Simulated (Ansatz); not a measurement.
The system is HgSe.

```
CELL_PARAMETERS angstrom
0.00000 3.03900 3.03900
3.03900 0.00000 3.03900
3.03900 3.03900 0.00000
ATOMIC_POSITIONS crystal
Hg 0.00000 0.00000 0.00000
Se 0.75000 0.75000 0.75000
```

Base run:

- Program: Ansatz 0.2.0
- Functional: PBE
- Potentials or basis: all-electron LAPW, scalar-relativistic
- Cutoff: 278 eV (chosen from the basis error)
- Basis error allowed: 0.001 eV/atom
- k mesh: 8 × 8 × 8
- Occupations: gaussian, width 0.019 eV
- Spin: no spin polarisation

Its results: band gap on the k mesh none (metal or under the smearing width); pressure 4.7 GPa.

Question: The run is repeated on the same cell with these changes: functional from PBE to LDA; occupations from gaussian, width 0.019 eV to gaussian, width 0.05 eV. What comes out?

Answer: Band gap on the k mesh none (metal or under the smearing width); pressure -0.4 GPa.
